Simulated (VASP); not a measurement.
A run of VASP 6.6.1 is set up as follows.

INCAR

```
SYSTEM = BaH2
PREC     = Accurate       ! precision mode
ENCUT    = 600            ! plane-wave cutoff, eV
EDIFF    = 1E-7           ! SCF threshold, eV
ISMEAR   = 0              ! smearing method
SIGMA    = 0.02           ! smearing width, eV
LREAL    = .False.        ! projectors in reciprocal space
LASPH    = .True.         ! aspherical terms in the spheres
NELM     = 80             ! most SCF steps
ALGO     = Fast           ! electronic algorithm
ISIF     = 3              ! what is computed and relaxed
LWAVE    = .False.        ! write WAVECAR
LCHARG   = .False.        ! write CHGCAR
GGA      = PS             ! functional
IBRION   = 2              ! ionic algorithm
NSW      = 40             ! ionic steps
EDIFFG   = -0.02          ! ionic threshold
KPAR     = 2
```

Contents of KPOINTS:

```
regular mesh
0
Gamma
  6 6 4
  0 0 0
```

POSCAR

```
BaH2
1.0
    4.4620250523      0.0000000000      0.0000000000
   -2.2310125262      3.8642270477      0.0000000000
    0.0000000000      0.0000000000      6.0552925900
Ba H
2 4
Direct
    0.3333333333      0.6666666667      0.2500000000
    0.6666666667      0.3333333333      0.7500000000
    0.0000000000      0.0000000000      0.0000000000
    0.0000000000      0.0000000000      0.5000000000
    0.6666666667      0.3333333333      0.2500000000
    0.3333333333      0.6666666667      0.7500000000
```

Potentials or basis: VASP PAW PBE potentials, release 64 (Ba_sv, H).

Command:

```sh
$ cat potpaw_PBE.64/Ba_sv/POTCAR potpaw_PBE.64/H/POTCAR > POTCAR
$ mpirun -np 2 vasp_std > vasp.out
```

Problem. Estimate the relaxed cell.

Solution. a = 4.404 Å, b = 4.404 Å, c = 5.879 Å, α = 90.00°, β = 90.00°, γ = 120.00°.

Problem. Predict the space group after relaxing (to 0.05 Å).

Solution. P6_3/mmc (No. 194).

Problem. Estimate the relaxed volume.

Solution. 16.46 Å³/atom.

The path:
```
step  energy change (eV)  largest force (eV/Å)  pressure (GPa)  volume (Å³)
   1              0.0000                0.0000           -1.71       104.41
   2             -0.0223                0.0000           -0.82       101.62
   3             -0.0283                0.0000           -0.06        99.49
   4             -0.0283                0.0000            0.03        99.31
   5             -0.0302                0.0000            0.01        99.12
   6             -0.0321                0.0000            0.02        98.75
```

Caveat: the PAW data sets were made with another functional, which shifts forces and pressure a little.
